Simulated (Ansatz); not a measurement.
# MnO (Cm) in Ansatz: further runs

The runs below take MnO through relaxation of cell and atoms, with PBE.

Program: Ansatz 0.2.0. These are calculated values, not measurements. Logs are shortened: lines on timing, memory, paths and dates and some standing lists are left out, and cuts for length are marked.

## (1) The structure

Symmetry: Cm, No. 8, monoclinic system. The conventional cell has a = 5.943 Å, b = 3.434 Å, c = 3.440 Å, α = 90.00°, β = 125.23°, γ = 90.00°. Mn (site symmetry m) has 4 O at 2.10 Å as nearest neighbours. O (site symmetry m) has 4 Mn at 2.10 Å as nearest neighbours.

The cell comes from a database or a generator and needn't be the stable form of this composition.

## (2) Relaxation of cell and atoms, PBE, collinear spin, ferromagnetic start, target pressure 5 GPa, at which the enthalpy is minimised

input.yaml

```yaml
crystal:
  lattice:
    - [2.9712935166, -1.7169813801, 0.0]
    - [2.9712935166, 1.7169813801, 0.0]
    - [-1.9846287531, 0.0, 2.8103092467]
  atoms:
    - { symbol: Mn, position: [0.500199, 0.500199, 0.500665], spin: 4.0 }
    - { symbol: O, position: [0.7498025, 0.7498025, 0.249336] }
hamiltonian:
  xc: pbe
  pseudopotentials: { kind: paw }
magnetization:
  spin_polarized: true
kpoints:
  mp_grid: { grid: [7, 7, 7] }
scf:
  occupations: { method: fermi_dirac, width: 0.05 }
output:
  forces: true
  stress: true
  eigenvalues: true
relax:
  f_tol: 0.01
  max_steps: 40
  cell: { stress_tol: 0.05, p_target: 5.0 }
```

Potentials or basis: Ansatz PAW.

Launch:

```
$ ansatz run input.yaml --threads 2 --pin off --max-ram 5632MiB --backend cpu --events-out ev --progress --plain --runs-dir out
```

Log:

```text
Warning: RAYON_NUM_THREADS=2 ignored (pool sized by the plan → 2); use --threads N
Engine: ansatz 0.2.0, aarch64-unknown-linux-gnu
Pseudopotentials: kind: paw
Pseudopotential: Mn, paw, valence charge 15, recommended cutoff 420 eV (normal), Mn.paw.azcp
Pseudopotential: O, paw, valence charge 6, recommended cutoff 420 eV (normal), O.paw.azcp
Functional definition: PBE
  parameter kappa = 0.804
  parameter beta = 0.06672455060314922
  exchange = pbe_x(kappa = kappa, mu = beta*pi^2/3)
  correlation = pbe_c(beta = beta)
Crystal: 2 atoms, lattice volume = 28.674 Å³
Basis set: ecut = 420 eV, 537 PW (Γ), exchange–correlation on 48×48×48 points (8 copies of the dense FFT grid, shifted against one another)
Bands: 17, of which v1, the nominal top of the filled ones, is band 11 counted from 1 (10 counted from 0)
Symmetry: 2 space group operations
Space group: Cm (ITA 8), of the structure as read, at distance tolerance 3.1e-5 Å
Magnetic group: BNS 8.32 (UNI 39), of the structure as read, at distance tolerance 3.1e-5 Å
k-points: 100 of 343 (time reversal used)
Non-local potential: Mn, projectors of the file, l = 0: 3, l = 1: 2, l = 2: 3, l = 3: 1
Non-local potential: O, projectors of the file, l = 0: 2, l = 1: 2, l = 2: 1
PAW form: soft (Blöchl's): semilocal exchange-correlation on the pseudo side does not see the compensation charge
PAW one-centre angular grid: Mn, 590 points (default); XC on 64 Gauss nodes
PAW one-centre angular grid: O, 110 points (default); XC on 64 Gauss nodes
Initial density: superposition of atomic densities (chi_scale 0.1, normalization cell, long waves kept (reshape's long-wave potential 0.00 eV rms))
Starting moments: Σ|m| = 4 μB on 1 of 2 sites
Initial wavefunctions: pseudopotential atomic-orbital guess
Functional: x = pbe(κ = 0.804, μ = 0.2195149727645171), c = pbe(β = 0.06672455060314922)
SCF iter   1: F=—  HF=-4466.487607 eV  |F-HF|=—  |Δ(HF+E_count)|=         —  Δρ=1.23e-1 (↑1.23e-1 ↓5.63e-2)  dr2=6.21e0  dr2_m=7.70e-1  M=4.590 μB ∫|m|=4.590 μB  β_m=0.30  ethr=3.10e-3  ⟨swp⟩=4.6  Hψ=14416  notcnv=0
Mixer restart at iter 1: flushing history
preconditioner: auto → Kerker (q_TF=auto, 2.590 Å⁻¹)  [metal: Δε(μ)=0.040 eV  Ē_g=11.354 eV  σ=0.050 eV  W_gap=0.20  n_scr=14 (ndim 8)  ℏωp=25.0 eV  f_vac=0.000  D(μ)=1.81/eV (n_scr^D=14)]
spin=Collinear: Kerker preconditioning applied to the charge; magnetization (m = ρ↑ − ρ↓) channel mixes plain (no charge-response kernel on spin).
SCF iter   2: F=—  HF=-4466.078544 eV  |F-HF|=—  |Δ(HF+E_count)|=   4.09e-1  Δρ=6.94e-2 (↑6.94e-2 ↓2.54e-2)  dr2=1.25e0  dr2_m=4.47e-1  M=4.775 μB ∫|m|=4.775 μB  β_m=0.43  ethr=3.10e-3  ⟨swp⟩=2.9  Hψ=8246  notcnv=0  defer=169
SCF iter   3: F=—  HF=-4466.138951 eV  |F-HF|=—  |Δ(HF+E_count)|=   6.04e-2  Δρ=2.82e-2 (↑2.82e-2 ↓1.68e-2)  dr2=2.48e-1  dr2_m=1.01e-1  M=4.922 μB ∫|m|=4.922 μB  β_m=0.62  ethr=3.10e-3  ⟨swp⟩=2.9  Hψ=6603  notcnv=0  defer=169
SCF iter   4: F=—  HF=-4466.163144 eV  |F-HF|=—  |Δ(HF+E_count)|=         —  Δρ=5.83e-3 (↑5.83e-3 ↓5.31e-3)  dr2=3.25e-2  dr2_m=6.01e-4  M=4.995 μB ∫|m|=4.995 μB  β_m=0.62  ethr=1.18e-3  ⟨swp⟩=2.2  Hψ=5714  notcnv=0  defer=173
Mixer restart at iter 4: flushing history
SCF iter   5: F=—  HF=-4466.171946 eV  |F-HF|=—  |Δ(HF+E_count)|=   8.80e-3  Δρ=3.12e-3 (↑3.02e-3 ↓3.12e-3)  dr2=1.09e-2  dr2_m=1.62e-4  M=4.995 μB ∫|m|=4.995 μB  β_m=0.81  ethr=1.55e-4  ⟨swp⟩=2.1  Hψ=5339  notcnv=0  defer=173
SCF iter   6: F=—  HF=-4466.179792 eV  |F-HF|=—  |Δ(HF+E_count)|=   7.85e-3  Δρ=1.45e-3 (↑1.45e-3 ↓8.94e-4)  dr2=1.09e-3  dr2_m=8.14e-5  M=4.995 μB ∫|m|=4.995 μB  β_m=0.80  ethr=5.18e-5  ⟨swp⟩=2.5  Hψ=5590  notcnv=0  defer=173
SCF iter   7: F=—  HF=-4466.180748 eV  |F-HF|=—  |Δ(HF+E_count)|=   9.56e-4  Δρ=7.82e-4 (↑7.82e-4 ↓4.40e-4)  dr2=3.23e-4  dr2_m=1.28e-5  M=4.996 μB ∫|m|=4.996 μB  β_m=0.81  ethr=5.19e-6  ⟨swp⟩=2.0  Hψ=6377  notcnv=0  defer=173
SCF iter   8: F=—  HF=-4466.180879 eV  |F-HF|=—  |Δ(HF+E_count)|=   1.32e-4  Δρ=2.07e-4 (↑1.66e-4 ↓2.07e-4)  dr2=5.40e-5  dr2_m=5.74e-7  M=4.996 μB ∫|m|=4.996 μB  β_m=0.91  ethr=1.54e-6  ⟨swp⟩=2.0  Hψ=4832  notcnv=0  defer=173
SCF iter   9: F=—  HF=-4466.181018 eV  |F-HF|=—  |Δ(HF+E_count)|=   1.39e-4  Δρ=9.01e-5 (↑9.01e-5 ↓6.85e-5)  dr2=3.74e-6  dr2_m=1.85e-7  M=4.997 μB ∫|m|=4.997 μB  β_m=0.91  ethr=2.57e-7  ⟨swp⟩=2.0  Hψ=4558  notcnv=0  defer=173
SCF iter  10: F=—  HF=-4466.181022 eV  |F-HF|=—  |Δ(HF+E_count)|=   3.81e-6  Δρ=2.41e-5 (↑2.06e-5 ↓2.41e-5)  dr2=4.77e-7  dr2_m=5.85e-9  M=4.997 μB ∫|m|=4.997 μB  β_m=0.95  ethr=1.78e-8  ⟨swp⟩=2.0  Hψ=4546  notcnv=0  defer=173
[... 69 lines left out ...]
SCF 6 converged in 6 iterations: F = -4466.175050 eV  dr2 = 1.77e-7
relax step   6: F+E_penalty+E_count = -4466.17505023 eV  Δ(F+E_penalty+E_count) = +1.918e-3 eV  max|allowed force component| = 7.412e-5 eV/Å  Δτ_max = 0.0012 Å  P = +4.989 GPa  Ω = 26.452 Å³  energy of the carried Pulay correction = +2.189e-4 eV  (6 SCF iters, dr2 threshold 2.00e-7 eV, accepted)
iter 1 solved again at ethr=7.40e-9 eV; its pass at ethr=3.10e-3 eV (dr2=1.55e-6 eV) is discarded
SCF iter   1: F=—  HF=-4466.174909 eV  |F-HF|=—  |Δ(HF+E_count)|=         —  Δρ=1.61e-5 (↑1.28e-5 ↓1.61e-5)  dr2=1.23e-7  dr2_m=7.15e-9  M=4.947 μB ∫|m|=4.947 μB  β_m=0.65  ethr=7.40e-9  ⟨swp⟩=3.0  Hψ=24438  notcnv=0
preconditioner: auto → none  [metal: Δε(μ)=0.051 eV  Ē_g=12.585 eV  σ=0.050 eV  W_gap=0.25  n_scr=0 (ndim 8)  ℏωp=26.0 eV  f_vac=0.020  D(μ)=0.82/eV (n_scr^D=8)]
SCF iter   2: F=—  HF=-4466.174909 eV  |F-HF|=—  |Δ(HF+E_count)|=   4.59e-8  Δρ=1.35e-5 (↑1.35e-5 ↓8.78e-6)  dr2=8.92e-8  dr2_m=3.08e-9  M=4.947 μB ∫|m|=4.947 μB  β_m=0.35  ethr=5.87e-10  ⟨swp⟩=2.0  Hψ=4731  notcnv=0
SCF iter   3: F=—  HF=-4466.174909 eV  |F-HF|=—  |Δ(HF+E_count)|=   1.79e-9  Δρ=3.77e-6 (↑3.77e-6 ↓3.61e-6)  dr2=1.69e-9  dr2_m=1.49e-9  M=4.947 μB ∫|m|=4.947 μB  β_m=0.60  ethr=4.25e-10  ⟨swp⟩=2.0  Hψ=4697  notcnv=0
SCF iter   4: F=—  HF=-4466.174909 eV  |F-HF|=—  |Δ(HF+E_count)|=   1.57e-8  Δρ=1.91e-6 (↑1.91e-6 ↓9.78e-7)  dr2=2.23e-10  dr2_m=4.10e-10  M=4.947 μB ∫|m|=4.947 μB  β_m=0.55  ethr=8.06e-12  ⟨swp⟩=2.3  Hψ=5391  notcnv=0
SCF iter   5: F=—  HF=-4466.174909 eV  |F-HF|=—  |Δ(HF+E_count)|=  9.81e-10  Δρ=5.34e-7 (↑2.93e-7 ↓5.34e-7)  dr2=9.37e-11  dr2_m=2.10e-11  M=4.947 μB ∫|m|=4.947 μB  β_m=0.78  ethr=1.06e-12  ⟨swp⟩=2.0  Hψ=5065  notcnv=0
SCF iter   6: F=—  HF=-4466.174909 eV  |F-HF|=—  |Δ(HF+E_count)|=  3.92e-10  Δρ=2.62e-7 (↑2.62e-7 ↓1.91e-7)  dr2=1.58e-11  dr2_m=7.86e-12  M=4.947 μB ∫|m|=4.947 μB  β_m=0.85  ethr=1.00e-12  ⟨swp⟩=2.3  Hψ=4863  notcnv=0
SCF iter   7: F=-4466.174909 eV  HF=-4466.174909 eV  |F-HF|=1.55e-11  |Δ(HF+E_count)|=  2.27e-11  Δρ=1.77e-7 (↑1.41e-7 ↓1.77e-7)  dr2=1.86e-11  dr2_m=2.18e-12  M=4.947 μB ∫|m|=4.947 μB  ethr=1.00e-12  ⟨swp⟩=3.2  Hψ=11865  notcnv=0
SCF 7 converged in 7 iterations: F = -4466.174909 eV  dr2 = 1.86e-11
relax step   7: F+E_penalty+E_count = -4466.17490945 eV  Δ(F+E_penalty+E_count) = +1.408e-4 eV  max|allowed force component| = 5.820e-5 eV/Å  Δτ_max = 0.0000 Å  P = +4.978 GPa  Ω = 26.452 Å³  stress off target by 2.44e-2 GPa  SCF on the basis re-selected at this cell (its energy is not comparable with the rows above)  (7 SCF iters)
basis re-selected at this cell: Δ(F+E_penalty+E_count) = +1.408e-4 eV, ΔP = -0.011 GPa vs the last step (what re-selecting the basis moved, of the pressure what is left beyond the Pulay correction that the steps carried, after the strain that the cell walked since its last selection, with what the two solves' SCF thresholds leave and, on support functions, any second-order correction that the steps lacked; it is no measure of the basis error at this ecutwfc). This SCF's stress stands 2.44e-2 GPa from its target on what of the cell is left free (relax.cell.stress_tol is 5.00e-2 GPa) and its largest allowed force component is 5.82e-5 eV/Å (relax.f_tol is 1.00e-2 eV/Å): within both
SCF converged after 7 iterations
Magnetization: 4.9470 μB (12.9735 up, 8.0265 down)
Absolute magnetization: 4.9470 μB (∫|ρ↑−ρ↓|, with the PAW one-centre terms)
Spin contamination: 0.0081 ħ² per cell (⟨S²⟩ above its minimum at these occupations)
Per-site moments (μB) at R_I (Å): [(3.907032206966685, 0.8447819692658239), (0.22408091429914634, 0.8447819692658239)]
Free energy (F): -4466.174909 eV
Harris-Foulkes:  -4466.174909 eV  (|F-HF|=1.55e-11)
Internal energy: -4466.168216 eV  (E = F + TS)
E sigma→0 (E₀):  -4466.171563 eV
Entropy (-TS):   -0.006693 eV (-3.347 meV/atom)
Fermi energy:    10.678934 eV
--- Per-component energies (eV) ---
  E_band       = -306.044332
  E_kinetic    = 473.617249
  E_local      = -2599.959902  (includes V_loc(G=0)·N_el)
  E_nonlocal   = 301.599853
  E_hartree    = 1049.155832
  E_xc         = -184.380107
  E_vxc        = -235.497563  (∫ρ·V_xc dr)
  E_paw        = -1464.877194  (= ΣΔE_a)
  E_vpaw       = -344.118066  (= ΣTr[D̂ρ^β])
  E_aug_tail   = 0.002411  (compensation charges beyond the density's cutoff)
  E_ewald      = -2041.326358
  E_smearing   = -0.006693  (= −TS)
  E_closure    = 0.000000  (closes the sum)
  Σ components = -4466.174909   (vs F -4466.174909, Δ=0.00e0)
--- Forces (eV/Å), atoms counted from 1 ---
  atom   1  Mn     0.00000049    -0.00000000    -0.00005800
  atom   2  O     -0.00000060    -0.00000000     0.00005840
  max |Σ_I F_I| component: 4.03e-7 eV/Å
--- Stress (GPa, compression-positive) ---
        4.980298       0.000000       0.001502
        0.000000       4.977847      -0.000000
        0.001502      -0.000000       4.976051
  P = ⅓ Tr σ = 4.9781 GPa (49.781 kbar)
--- Band table (eV; the first three rows and the last of 200) ---
  k-point 0 ↑: bands = ["-71.0494", "-39.7999", "-39.7998", "-39.7998", "-9.2801", "4.4068", "4.4077", "4.4081", "7.8638", "7.8644", "9.1940", "10.7780", "10.7782", "10.7791", "22.8761", "22.8797", "22.8798"]
  k-point 1 ↑: bands = ["-71.0489", "-39.8062", "-39.8009", "-39.8008", "-9.1899", "4.1100", "4.4797", "4.4801", "7.8360", "7.8365", "9.6401", "10.6647", "10.6651", "10.7587", "21.0941", "22.9851", "22.9862"]
  k-point 2 ↑: bands = ["-71.0477", "-39.8207", "-39.8031", "-39.8030", "-8.9858", "3.7262", "4.6251", "4.6258", "7.8612", "7.8615", "9.0805", "10.3413", "10.3416", "12.1957", "18.4732", "22.8064", "22.8096"]
  k-point 99 ↓: bands = ["-66.2450", "-35.1371", "-35.1071", "-35.1023", "-8.3300", "4.5427", "5.6864", "5.9267", "11.6550", "12.1997", "12.2880", "13.2893", "13.4892", "16.6242", "17.8956", "22.5202", "24.1139"]
--- Relaxed structure (5 steps of the walk, 5 accepted, 2 SCFs on fresh bases) ---
  F+E_penalty+E_count = -4466.17490945 eV   max|allowed force component| = 5.820e-5 eV/Å   (the final SCF, on the basis selected at the relaxed cell)
  cell:  # Å, volume = 26.4516 Å³
    - [2.8959726906899106, -1.6722893575379099, 0.0016047712867430903]
    - [2.8959726906899106, 1.6722893575379099, 0.001604771286743111]
    - [-1.9328015675546997, 1.704927195432729e-17, 2.7298937654568016]
  atoms:
    - { symbol: Mn, position: [0.5000155429571698, 0.5000155429571698, 0.5000493935633055] }
    - { symbol: O, position: [0.7499859570428301, 0.7499859570428301, 0.2499516064366944] }
```

Wall time 42 s (2 threads of Arm Neoverse V1, shared host); peak memory 0.45 GiB.

What came out:

| Item | Value |
| --- | --- |
| Free energy | -4466.1749 eV |
| Relaxed volume | 13.23 Å³/atom |
| Relaxed cell | a = 3.344 Å, b = 3.344 Å, c = 3.345 Å, α = 120.00°, β = 120.00°, γ = 60.01° |
| Space group after relaxing (to 0.05 Å) | F-43m (No. 216) |
| Energy change on relaxing (the enthalpy is what falls) | +3.1 meV/atom |
| Ionic steps | 7 |
| Pressure after relaxing | 5.0 GPa |
| Band gap on the k mesh | none (metal or under the smearing width) |
| Net moment | 4.95 μB per cell |
| Absolute moment | 4.95 μB per cell |
| Site moments | Mn +3.91; O +0.22 μB |

Step by step:
| step | energy change (eV) | largest force (eV/Å) | volume (Å³) |
| --- | --- | --- | --- |
| 1 | 0.0000 | 0.0014 | 28.67 |
| 2 | -0.0129 | 0.0019 | 27.15 |
| 3 | -0.0010 | 0.0008 | 26.54 |
| 4 | -0.0004 | 0.0013 | 26.52 |
| 5 | 0.0041 | 0.0013 | 26.52 |
| 6 | 0.0060 | 0.0001 | 26.45 |
| 7 | 0.0061 | 0.0001 | 26.45 |

Final structure:
```
CELL_PARAMETERS angstrom
2.89597 -1.67229 0.00160
2.89597 1.67229 0.00160
-1.93280 0.00000 2.72989
ATOMIC_POSITIONS crystal
Mn 0.50002 0.50002 0.50005
O 0.74999 0.74999 0.24995
```

Caveat: the plane-wave basis is chosen anew once the cell has moved, so the energies of steps on either side of that aren't comparable; the pressure holds a Pulay correction of +0.5 GPa for the finite cutoff; a cell with one magnetic atom can't hold antiferromagnetic order, which such compounds often take; semilocal functionals often make such compounds metallic where correlation or magnetic order opens a gap, which also shifts bond lengths. With open d or f shells a metallic result of PBE can be an artefact of self-interaction; +U or a hybrid may open a gap.

[end of part 1 of 2]
